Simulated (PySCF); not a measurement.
A run of PySCF 2.14.0 is set up as follows.

Contents of run.py:

```python
import json
import numpy as np
from pyscf.pbc import gto, scf, dft, df

cell = gto.Cell()
cell.a = '''
 -2.3713723045    2.3713723045    1.3292653899
  2.3713723045   -2.3713723045    1.3292653899
  2.3713723045    2.3713723045   -1.3292653899'''
cell.atom = '''
Si   0.0000000000    0.0000000000    1.3292653899
Si   2.3713723045    0.0000000000    0.6646326950'''
cell.unit = 'A'
cell.basis = 'DZVP-MOLOPT-SR-GTH-q4'
cell.pseudo = 'GTH-PBE-q4'
cell.ke_cutoff = 50  # hartree
cell.exp_to_discard = 0.02
cell.precision = 1e-08
cell.space_group_symmetry = True
cell.symmorphic = False
cell.max_memory = 2940  # MB
cell.verbose = 4
cell.build()

res = {}
kpts = cell.make_kpts([11, 11, 11], space_group_symmetry=True, time_reversal_symmetry=True)
cell.space_group_symmetry = False  # the mesh holds the operations; no search on the supercells of the integral code
mf = dft.KRKS(cell, kpts, xc='pbesol')
mf = mf.multigrid_numint()
mf = mf.smearing(sigma=0.00183747, method='fermi')  # hartree
mf.conv_tol = 1e-07
mf.max_cycle = 60

mf.kernel()
res.update(converged=bool(mf.converged), e_tot=mf.e_tot, nelec=cell.nelectron, nao=cell.nao, mesh=list(map(int, cell.mesh)), a=cell.lattice_vectors().tolist(), coords=cell.atom_coords().tolist(),
           mo_energy=[np.real(x).tolist() for x in mf.mo_energy], mo_occ=[np.real(x).tolist() for x in mf.mo_occ])
res.update(e_free=mf.e_free, e_zero=mf.e_zero)
res.update(kpts=kpts.kpts_scaled_ibz.tolist(), weights=kpts.weights_ibz.tolist())
res['parts'] = {k: float(np.real(v)) for k, v in mf.scf_summary.items() if np.isscalar(v)}
json.dump(res, open('results.json', 'w'))
if not mf.converged:
    raise SystemExit('SCF not converged')

print('levels (eV)')
for i, kp in enumerate(res['kpts'][:40]):
    print('k %7.4f %7.4f %7.4f  ' % tuple(kp), ' '.join('%.3f' % (x * 27.211386) for x in res['mo_energy'][i][:9]))

mf = mf.to_khf()  # unfold to the whole mesh
kpts = mf.kpts
# Mulliken populations
dm, s = np.asarray(mf.make_rdm1()), np.asarray(mf.get_ovlp())
sites = cell.aoslice_by_atom()[:, 2:]
tot = np.einsum('kij,kji->i', dm, s).real / len(kpts)
res['mulliken'] = [cell.atom_charge(i) - tot[a0:a1].sum() for i, (a0, a1) in enumerate(sites)]
print('Mulliken charges', np.round(res['mulliken'], 5))

# density of states, Gaussians of 0.15 eV
e = np.asarray(mf.mo_energy).real.reshape(1, -1) * 27.211386
ef = mf.get_fermi()
ef = np.max(ef) * 27.211386
x = np.arange(-15, 10.01, 0.1) + round(ef, 1)
dos = np.exp(-((x[:, None, None] - e) / 0.15) ** 2 / 2).sum(-1).T / (0.15 * np.sqrt(2 * np.pi) * len(kpts)) * 2
res.update(dos_e=x.tolist(), dos=dos.tolist())
for a, b in zip(x[::5], dos.T[::5]):
    print('%8.2f' % a, ' '.join('%9.4f' % y for y in b))

# density on a uniform mesh
grids = dft.gen_grid.UniformGrids(cell)
grids.mesh = [21, 21, 21]
grids.build()
ni = dft.numint.KNumInt()
rho = [ni.get_rho(cell, x, grids, kpts) for x in [dm]]
np.save('rho.npy', np.reshape(rho, (-1, *grids.mesh)))
res['done'] = True
json.dump(res, open('results.json', 'w'))
```

Potentials or basis: DZVP-MOLOPT-SR/GTH-PBE (potentials made for PBE).

The run is started by

```sh
$ OMP_NUM_THREADS=2 python -u run.py > log
```

Question: Estimate the band gap on the k mesh.

Answer: None (metal or under the smearing width).

States per cell in windows of 1 eV (zero at the Fermi level; states under -8 eV left out):
```
from (eV)  total
     -8.0   0.56
     -7.0   0.62
     -6.0   0.58
     -5.0   0.71
     -4.0   0.81
     -3.0   0.94
     -2.0   0.88
     -1.0   0.69
      0.0   0.65
      1.0   0.75
      2.0   0.88
      3.0   0.98
      4.0   0.82
      5.0   1.11
      6.0   0.99
      7.0   0.93
```

Caveat: the basis of atomic orbitals isn't converged, which shifts pressures, moduli and gaps.
